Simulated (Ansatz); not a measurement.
I need a calculation of the dielectric tensor and Born charges of Al₂O₃, space group P-3m1. Use the Ansatz DFT code, driven from Python. Level of theory: PBEsol, PAW, the default cutoff (420 eV here), 7×7×3 k-points, fixed occupations.

```
Al O
1.0
     3.01748    0.00000    0.00000
    -1.50874    2.61322    0.00000
     0.00000    0.00000    7.57464
Al O
2 3
Direct
  0.00000 0.00000 0.27795
  0.00000 0.00000 0.72205
  0.33333 0.66667 0.19945
  0.66667 0.33333 0.80055
  0.00000 0.00000 0.50000
```

`al2o3_eps.py`
```python
"""Response of Al2O3 to an electric field."""

from dataclasses import dataclass

import ansatz
import numpy as np


@dataclass
class RunConfig:
    functional: str = "PBEsol"
    kgrid: tuple[int, ...] = (7, 7, 3)
    filling: str = "fixed"


cfg = RunConfig()

lattice = ansatz.Lattice.of(
    (3.01748254, 0.0, 0.0),
    (-1.50874127, 2.61321654, 0.0),
    (0.0, 0.0, 7.574636),
)
sites = [
    ("Al", (0.0, 0.0, 0.277951)),
    ("Al", (0.0, 0.0, 0.722049)),
    ("O", (1 / 3, 2 / 3, 0.199454)),
    ("O", (2 / 3, 1 / 3, 0.800546)),
    ("O", (0.0, 0.0, 0.5)),
]
cell = ansatz.Crystal(lattice=lattice)
for symbol, position in sites:
    cell = cell.atom(symbol, position)

# an insulator: whole occupations
setup = cell.calculation().functional(cfg.functional).kpoints(*cfg.kgrid).occupations(cfg.filling).dielectric()
res = setup.run(threads=1, pin="off")
response = res.dielectric
eps = np.asarray(response.eps_inf)

values = np.linalg.eigvalsh(eps)
print("principal values of eps_inf:", np.round(values, 3))
print("refractive indices:", np.round(np.sqrt(values), 3))
for index, (site, z) in enumerate(zip(res.lattice.sites, response.zstar_e)):
    print("Born charge tensor of", site.symbol, index)
    print(np.round(z, 3) + 0.0)
print(f"charge neutrality missed by {response.zstar_sum_residual_pre_e:.4f} e before the sum rule")
```

```console
$ python al2o3_eps.py
DeckWarning: basis.ecutwfc = 420 eV, auto-derived from the records' recommended cutoffs: set by Al (normal level)
principal values of eps_inf: [2.73  3.079 3.079]
refractive indices: [1.652 1.755 1.755]
Born charge tensor of Al 0
[[2.747 0.    0.   ]
 [0.    2.747 0.   ]
 [0.    0.    2.272]]
Born charge tensor of Al 1
[[2.747 0.    0.   ]
 [0.    2.747 0.   ]
 [0.    0.    2.272]]
Born charge tensor of O 2
[[-1.999  0.     0.   ]
 [ 0.    -1.999  0.   ]
 [ 0.     0.    -1.275]]
Born charge tensor of O 3
[[-1.999  0.     0.   ]
 [ 0.    -1.999  0.   ]
 [ 0.     0.    -1.275]]
Born charge tensor of O 4
[[-1.497  0.     0.   ]
 [ 0.    -1.497  0.   ]
 [ 0.     0.    -1.995]]
charge neutrality missed by 0.0040 e before the sum rule
```
(Warnings from the package without file and line.)

Reading the output:
- Under fixed occupations the level called the Fermi level is the highest filled one on the SCF mesh; off the mesh a filled band can lie a little above it.
- Averages over directions belong to no single polarisation, least of all in layered crystals.
- This cell is a computed structure, which may not be the phase found in nature.
- This is the electronic (clamped-ion) response; a semilocal gap that is too small tends to raise it. The typed mesh is that of the SCF; the response is solved on denser meshes that the run picks.
- Timing: 71 s on 1 thread of Arm Neoverse V1, on a shared host, peak memory 0.65 GiB.

(Lines on the test bed's own set-up are left out of the output.)
